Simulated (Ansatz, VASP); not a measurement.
# Hf: VASP beside Ansatz

```
Hf
1.0
     4.72481    0.00000    0.00000
    -2.36241    4.09181    0.00000
     0.00000    0.00000    2.94488
Hf
3
Direct
  0.00000 0.00000 0.00000
  0.33333 0.66667 0.50000
  0.66667 0.33333 0.50000
```

Alike in both runs: task single point; functional LDA; k mesh 9 × 9 × 12; occupations fermi-dirac, width 0.1 eV; no spin polarisation.

|  | VASP | Ansatz |
| --- | --- | --- |
| version | VASP 6.6.1 | Ansatz 0.2.0 |
| potentials or method | VASP PAW LDA potentials, release 64 (Hf_pv) | plane waves (420 eV) with PAW, scalar-relativistic |
| plane-wave cutoff (eV) | 520 | 420 |
| valence electrons in the cell | 30 | 78 |

VASP gave:

```
pressure (GPa)                                  : 12.0
largest component of the traceless stress (GPa) : 0.36
```

Task: What did Ansatz give for the same quantities?

Result: Pressure (GPa): 11.8; largest component of the traceless stress (GPa): 0.17.

The two sets of potentials don't hold the same shells in valence. Ansatz warned: «pseudo_functional_mismatch».

The runs have no spin-orbit coupling, so splittings on Hf are missing.
